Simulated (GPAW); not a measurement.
# BN (R3m) in GPAW: notebook

One crystal, BN, is run at these levels: PBE; tasks: single point.

Everything below comes from runs of GPAW 26.7.0. Logs are shortened: lines on timing, memory, paths and dates and some standing lists are left out, and cuts for length are marked. The log counts tension as positive stress, the text compression.

## 1. The structure

Symmetry: R3m, No. 160, trigonal system. Conventional cell: a = 2.502 Å, b = 2.502 Å, c = 10.119 Å, α = 90.00°, β = 90.00°, γ = 120.00°. Around N (site symmetry 3m) lie 3 B at 1.44 Å. B (site symmetry 3m) is surrounded by 3 N at 1.44 Å.

The cell is a database's computed one.

## 2. Single point, PBE

File run.py:

```python
from ase import Atoms
from ase.dft.bandgap import bandgap
from ase.io import write
from ase.units import GPa
from gpaw import GPAW, PW

atoms = Atoms(['N', 'B'],
              cell=[[1.2511217832, 0.7223354983, 3.3729344033],
                    [-1.2511217832, 0.7223354983, 3.3729344033],
                    [0.0, -1.4446709966, 3.3729344033]],
              scaled_positions=[[0.6672382, 0.6672382, 0.6672382],
                                [0.0003288, 0.0003288, 0.0003288]],
              pbc=True)

calc = GPAW(mode=PW(600),
            xc='PBE',
            kpts={'size': (10, 10, 10), 'gamma': True},
            occupations={'name': 'fermi-dirac', 'width': 0.05},
            nbands=11,
            maxiter=120,
            txt='gpaw.txt')
atoms.calc = calc
energy = atoms.get_potential_energy()
forces = atoms.get_forces()
stress = atoms.get_stress()
calc.write('gs.gpw')
write('result.traj', atoms)
print(f'Energy: {energy:.6f} eV')
print('Forces (eV/A):')
print(forces.round(4))
print('Stress (GPa):', (stress / GPa).round(3))
print('Fermi level:', round(calc.get_fermi_level(), 4), 'eV')
print(f'Gap: {bandgap(calc)[0]:.4f} eV, direct: {bandgap(calc, direct=True)[0]:.4f} eV')
```

Potentials or basis: GPAW PAW data sets (gpaw-data 1.2.1), pw.

Started as:

```sh
> OMP_NUM_THREADS=1 python run.py
```

gpaw.txt:

```text
__  _  _
 | _ |_)|_||  |
 |__||  | ||/\| - 26.7.0

Input parameters:
  mode=PW(ecut=600.0),
  kpts=MonkhorstPack(size=(10, 10, 10), gamma=True),
  maxiter=120,
  nbands=11,
  occupations=Occupations(name='fermi-dirac', width=0.05),
  xc=XC(name='PBE')

Diagonalizing LCAO Hamiltonian
Converting LCAO to pw mode

       N

       B

Atoms  # Å, Bohr magnetons
|   | symbol |         x |         y |        z |    initial magnetic moments |
|---|--------|-----------|-----------|----------|-----------------------------|
| 0 |      N |  0.000000 |  0.000000 | 6.751652 | ( 0.0000,  0.0000,  0.0000) |
| 1 |      B | -0.000000 | -0.000000 | 0.003327 | ( 0.0000,  0.0000,  0.0000) |

Unit cell  # Å
| periodic |         x |         y |        z |  lengths |    angles |
|----------|-----------|-----------|----------|----------|-----------|
|      yes |  1.251122 |  0.722335 | 3.372934 | 3.669300 | 39.871987 |
|      yes | -1.251122 |  0.722335 | 3.372934 | 3.669300 | 39.871987 |
|      yes |  0.000000 | -1.444671 | 3.372934 | 3.669300 | 39.871987 |

Number of symmetries: 6
Symmetry operations  # r_c * U_cc + t_c -> r_c
|   | kind |            matrix            |
|---|------|------------------------------|
| 0 |  E   |  1, 0, 0,  0, 1, 0,  0, 0, 1 |
| 1 |  σ   |  1, 0, 0,  0, 0, 1,  0, 1, 0 |
| 2 |  σ   |  0, 1, 0,  1, 0, 0,  0, 0, 1 |
| 3 |  C3  |  0, 1, 0,  0, 0, 1,  1, 0, 0 |
| 4 |  C3  |  0, 0, 1,  1, 0, 0,  0, 1, 0 |
| 5 |  σ   |  0, 0, 1,  0, 1, 0,  1, 0, 0 |

BZ-sampling:
  Number of BZ points: 1000
  Number of IBZ points: 116

  Monkhorst-Pack size: [10, 10, 10]
  Monkhorst-Pack shift: [0.05, 0.05, 0.05]

K-points  # in reciprocal-cell coordinates
|     |                                coordinates |     weight |
|-----|--------------------------------------------|------------|
|   0 | (  0.00000000,   0.00000000,   0.00000000) | 0.00100000 |
|   1 | (  0.10000000,   0.00000000,  -0.10000000) | 0.00600000 |
|   2 | (  0.10000000,   0.00000000,   0.00000000) | 0.00600000 |
|   3 | (  0.10000000,   0.10000000,  -0.10000000) | 0.00600000 |
|   4 | (  0.10000000,   0.10000000,   0.00000000) | 0.00600000 |
|   5 | (  0.10000000,   0.10000000,   0.10000000) | 0.00200000 |
|   6 | (  0.20000000,  -0.10000000,  -0.10000000) | 0.00600000 |
|   7 | (  0.20000000,   0.00000000,  -0.20000000) | 0.00600000 |
|   8 | (  0.20000000,   0.00000000,  -0.10000000) | 0.01200000 |
|   9 | (  0.20000000,   0.00000000,   0.00000000) | 0.00600000 |
| ... |                                            |            |
| 115 | (  0.50000000,   0.50000000,   0.50000000) | 0.00100000 |

Plane wave coefficients: 624
Cutoff: 600.0 eV

Spin-components: 1 (collinear spins)
Bands:           11
Projectors:      10
Spin-degeneracy: 2
Datatype:        complex128

Parallelization:
  kpt:    1
  domain: 1
  band:   1

Density:
  Valence electrons: 8.0
  Components: 1
  Grid points: [21 21 21]
  Charge: 0.0  # |e|

Potential:
  Grid points: [21 21 21]

species:
  N:
    name:    Nitrogen
    Z:       7.0
    valence: 5
    core:    2
    charge:  0.0  # [|e|]
    compensation charges:
      type: gauss
      rc: 0.18  # [Å]
      lmax: 2
    cutoffs:
      filter: 1.11  # [Å]
      core: 0.96  # [Å]
    projectors
    | kind |    occ | energy [eV] | rcut [Å] |
    |------|--------|-------------|----------|
    |   2s |  2.000 |     -18.583 |    0.603 |
    |   2p |  3.000 |      -7.089 |    0.529 |
    |    s |        |       8.629 |    0.603 |
    |    p |        |      20.123 |    0.529 |
    |    d |        |       0.000 |    0.577 |

    Using partial waves for N as LCAO basis

  B:
    name:    Boron
    Z:       5.0
    valence: 3
    core:    2
    charge:  0.0  # [|e|]
    compensation charges:
      type: gauss
      rc: 0.20  # [Å]
      lmax: 2
    cutoffs:
      filter: 1.14  # [Å]
      core: 1.38  # [Å]
    projectors
    | kind |    occ | energy [eV] | rcut [Å] |
    |------|--------|-------------|----------|
    |   2s |  2.000 |      -9.443 |    0.635 |
    |   2p |  1.000 |      -3.606 |    0.635 |
    |    s |        |      17.768 |    0.635 |
    |    p |        |      23.605 |    0.635 |
    |    d |        |       0.000 |    0.635 |

    Using partial waves for B as LCAO basis

Reference energy: -2151.211071  # eV

eigensolver:
  PPCG
  Converge bands: occupied
  niter=2

density mixing:
  MSR1-Mixer
  Pratt-step length: 0.05
  Maximum mixing coefficient: 0.75
  Old densities: 10
  SVD Regularization: 0.005
  Good broyden scale: 1.0
  Trust region scale: 1.0
  Backstep threshold: 4.0
  History deletion threshold: 6.0
  Fourier metric: weight=20.0, sigma=0.015

occupation numbers:
  Fermi-Dirac:
    width: 0.0500  # eV

poisson solver:
  ecut: 4800.0  # eV

xc functional:
  name: PBE with 2 nearest neighbor stencil

convergence criteria:
- Maximum [total energy] change in last 3 cyles: 0.0005 eV / valence electron
- Maximum integral of absolute [dens]ity change: 0.0001 electrons / valence electron
- Maximum integral of absolute [eigenst]ate change: 4e-08 eV^2 / valence electron
maximum number of iterations: 120

SCF iterations
|iter     | |      energy | eigst |  dens |
|---------|-|-------------|-------|-------|
|iter:   1| |  -18.982735 | +0.45 |       |
|iter:   2| |  -18.671805 | -1.38 | -0.65 |
|iter:   3| |  -17.474210 | -1.04 | -0.69 |
|iter:   4| |  -17.452288 | -2.51 | -1.33 |
|iter:   5| |  -17.451592 | -3.22 | -1.71 |
|iter:   6| |  -17.451783c| -4.61 | -2.31 |
|iter:   7| |  -17.451785c| -6.32 | -3.46 |
|iter:   8| |  -17.451786c| -7.78c| -3.97 |
|iter:   9| |  -17.451786c| -8.67c| -5.21c|

Converged in 9 steps
Energy contributions relative to reference atoms: (reference = -2151.211071)

Energy contributions:
  Kinetic:          16.818811
  Coulomb:         -16.770023
  Zero:             -0.002762
  External:          0.000000
  Xc:              -17.497812
  Entropy:          -0.000000
  Spinorbit:         0.000000
  ----------------------------
  Free energy:     -17.451786
  Extrapolated:    -17.451786

dipole moment: (-0.000000, -0.000000, -13.635905)  # |e|*Ang

Fermi level: 4.849
Eigenvalues  # (at kpt = [0.000, 0.000, 0.000])
| band index |      eig [eV] | occ [0-2] |
|------------|---------------|-----------|
|          0 |       -13.925 |     2.000 |
|          1 |        -0.310 |     2.000 |
|          2 |         2.593 |     2.000 |
|          3 |         2.593 |     2.000 |
|          4 |         9.035 |     0.000 |
|          5 |        15.568 |     0.000 |
|          6 |        15.568 |     0.000 |
|          7 |        17.025 |     0.000 |
|          8 |        18.606 |     0.000 |
|          9 |        29.796 |     0.000 |
|         10 |        31.803 |     0.000 |

Gap: 4.246 eV
Transition (v -> c):
  (s=0, k=22, n=3, [0.30, 0.00, -0.30]) -> (s=0, k=110, n=4, [0.50, 0.50, 0.00])
Direct/indirect transitions are different
Direct gap: 4.885 eV
Transition at: (s=0, k=22, n=3, [0.30, 0.00, -0.30])

Forces  # eV/Ang
|       x |       y |        z |
|---------|---------|----------|
| 0.00000 | 0.00000 | -0.00367 |  # N    0
| 0.00000 | 0.00000 |  0.00293 |  # B    1

Stress tensor  # eV/Ang^3
|        x |         y |        z |
|----------|-----------|----------|
| 0.022780 | -0.000000 | 0.000000 |
| 0.000000 |  0.022780 | 0.000000 |
| 0.000000 |  0.000000 | 0.036725 |

# Writing to gs.gpw (mode='')
```

Run time: 12 s. Hardware: 1 thread of AMD EPYC 9R45 (Zen 5), shared host; peak memory 0.15 GiB.

Results:

* Free energy: -17.4518 eV
* Pressure: -4.4 GPa
* Largest force: 0.004 eV/Å
* Band gap on the k mesh: 4.25 eV, indirect (least direct gap 4.89 eV)

Forces in eV/Å, atoms in the order of the input:
```
N    0.000  0.000 -0.004
B    0.000  0.000  0.003
```

Caveat: the cutoff is short for stress and forces, so pressures can be off by a GPa or more; the program warned that so skewed a cell can give wrong results. A k mesh can miss the band edges.

## 3. Single point, PBE

run.py, as its differences from that of step 2:

```diff
@@ -1,4 +1,3 @@
-from ase import Atoms
 from ase.dft.bandgap import bandgap
-from ase.io import write
+from ase.io import read, write
 from ase.units import GPa
@@ -6,11 +5,5 @@
 
-atoms = Atoms(['N', 'B'],
-              cell=[[1.2511217832, 0.7223354983, 3.3729344033],
-                    [-1.2511217832, 0.7223354983, 3.3729344033],
-                    [0.0, -1.4446709966, 3.3729344033]],
-              scaled_positions=[[0.6672382, 0.6672382, 0.6672382],
-                                [0.0003288, 0.0003288, 0.0003288]],
-              pbc=True)
+atoms = read('POSCAR')
 
-calc = GPAW(mode=PW(600),
+calc = GPAW(mode=PW(650),
             xc='PBE',
```

File POSCAR:

```
BN
1.0
    1.2511217832      0.7223354983      3.3729344033
   -1.2511217832      0.7223354983      3.3729344033
    0.0000000000     -1.4446709966      3.3729344033
N B
1 1
Direct
    0.6672382000      0.6672382000      0.6672382000
    0.0003288000      0.0003288000      0.0003288000
```

Potentials or basis: GPAW PAW data sets (gpaw-data 1.2.1), pw.

Started as:

```sh
> OMP_NUM_THREADS=1 python run.py
```

Wall time 26 s (1 thread of Arm Neoverse V2, shared host); peak memory 0.16 GiB.

It converged, with:

```yaml
Free_energy: -17.5407 eV
Pressure: -1.1 GPa
Largest_force: 0.003 eV/Å
Band_gap_on_the_k_mesh: 4.25 eV, indirect (least direct gap 4.89 eV)
```

Forces in eV/Å, atoms in the order of the input:
```
N    0.000  0.000 -0.003
B    0.000  0.000  0.003
```

Stress tensor (GPa, compression positive):
```
-0.34  0.00  0.00
 0.00 -0.34  0.00
 0.00  0.00 -2.62
```

Levels at points of the mesh, in eV from the valence-band top:
```csv
k point,band 1,band 2,band 3,band 4,band 5,band 6,band 7
"(0.00, 0.00, 0.00)",-17.82,-4.22,-1.32,-1.32,5.14,11.66,11.66
"(0.50, 0.00, 0.00)",-14.63,-8.96,-4.11,-0.63,5.25,9.89,13.06
"(0.50, 0.50, 0.00)",-14.56,-8.84,-4.16,-1.21,4.25,9.89,14.23
"(0.50, 0.50, 0.50)",-17.56,-6.17,-1.33,-1.33,10.09,11.59,11.59
```

Caveat: the cutoff is short for stress and forces, so pressures can be off by a GPa or more; the program warned that so skewed a cell can give wrong results.
